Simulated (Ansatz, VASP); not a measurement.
One calculation of Se, two programs

```
Se
1.0
     3.73170    0.00000    0.00000
    -1.86585    3.23175    0.00000
     0.00000    0.00000    7.36969
Se
4
Cartesian
  0.0000 0.0000 0.0000
  0.0000 0.0000 3.6848
  0.0000 2.1545 5.5273
  1.8658 1.0772 1.8424
```

Alike in both runs: functional r2SCAN; k mesh 6 × 6 × 4; occupations gaussian, width 0.1 eV; no spin polarisation.

Ansatz relaxed the structure, and its values are those at the end. VASP's run is a single point on that final structure, the one shown.

```csv
,VASP,Ansatz
version,VASP 6.6.1,Ansatz 0.2.0
potentials or method,"VASP PAW PBE potentials, release 64 (Se)","scalar-relativistic, plane waves, PAW"
plane-wave cutoff (eV),520,500
valence electrons in the cell,24,64
```

```csv
,VASP,Ansatz,Ansatz less VASP
gap on the k mesh at the Fermi level (eV),none,none,-
pressure (GPa),-0.3,-0.3,+0.08
```

A gap of «none» marks a metal or a gap that the smearing closes. The two sets of potentials don't hold the same shells in valence.

Caveats: the PAW data sets were made with another functional, which shifts forces and pressure a little (VASP).
